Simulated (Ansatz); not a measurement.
**CdIn2O4: the cell at several levels of theory**

Cell and atoms of CdIn2O4 in the database structure are relaxed in turn with PBE, r2SCAN and PBEsol.

Program: Ansatz 0.2.0. PAW datasets, plane waves, zero pressure. Spin-unpolarised throughout; all numbers are computed.

## 1. Starting point

The symmetry is Fd-3m (No. 227, cubic); a = 9.222 Å in the conventional setting, 14.01 Å³ an atom. Near Cd stand 4 O at 2.21 Å; near In stand 6 O at 2.19 Å; near O stand 3 In at 2.19 Å and 1 Cd at 2.21 Å.

As a file:

Space group Fd-3m:1 (No. 227). a = 9.222 Å, b = 9.222 Å, c = 9.222 Å, α = 90.00°, β = 90.00°, γ = 90.00°
```csv
atom,site,symmetry,x,y,z
Cd,8b,-43m,0.2500,0.7500,0.2500
In,16c,.-3m,0.6250,0.8750,0.3750
O,32e,.3m,0.3617,0.3617,0.3617
```

## 2. Relaxing with PBE

File input.yaml:

```yaml
crystal:
  lattice:
    - [0.0, 4.6110186847, 4.6110186847]
    - [4.6110186847, 0.0, 4.6110186847]
    - [4.6110186847, 4.6110186847, 0.0]
  atoms:
    - { symbol: Cd, position: [0.25, 0.25, 0.25] }
    - { symbol: Cd, position: [0.0, 0.0, 0.0] }
    - { symbol: In, position: [0.125, 0.625, 0.625] }
    - { symbol: In, position: [0.625, 0.625, 0.625] }
    - { symbol: In, position: [0.625, 0.125, 0.625] }
    - { symbol: In, position: [0.625, 0.625, 0.125] }
    - { symbol: O, position: [0.86174591, 0.86174591, 0.86174591] }
    - { symbol: O, position: [0.83523773, 0.38825409, 0.38825409] }
    - { symbol: O, position: [0.38825409, 0.38825409, 0.83523773] }
    - { symbol: O, position: [0.38825409, 0.83523773, 0.38825409] }
    - { symbol: O, position: [0.86174591, 0.86174591, 0.41476227] }
    - { symbol: O, position: [0.86174591, 0.41476227, 0.86174591] }
    - { symbol: O, position: [0.38825409, 0.38825409, 0.38825409] }
    - { symbol: O, position: [0.41476227, 0.86174591, 0.86174591] }
kpoints:
  mp_grid: { grid: [4, 4, 4] }
hamiltonian:
  xc: pbe
scf:
  occupations: { method: fermi_dirac, width: 0.02 }
relax:
  f_tol: 0.005
  cell: {}
output:
  write_density: true
  write_potential: true
  elf: true
  volumetric_format: npy
```

The runs that follow: r2SCAN: cell and atoms; PBEsol: cell and atoms.

Q: Predict the outcome of this session. Wanted: for each run, a; volume; space group; SCF geometries.

As calculated:

| level | a (Å) | volume (Å³/atom) | space group | SCF geometries |
| --- | --- | --- | --- | --- |
| PBE | 9.316 | 14.437 | Fd-3m | 6 |
| r2SCAN | 9.201 | 13.908 | Fd-3m | 5 |
| PBEsol | 9.191 | 13.864 | Fd-3m | 7 |

The first relaxation changed the volume by +3.1 % from the start. PBEsol gives the smallest cell and PBE the largest; they differ by 4.1 % in volume, a mean of 1.4 % in length.
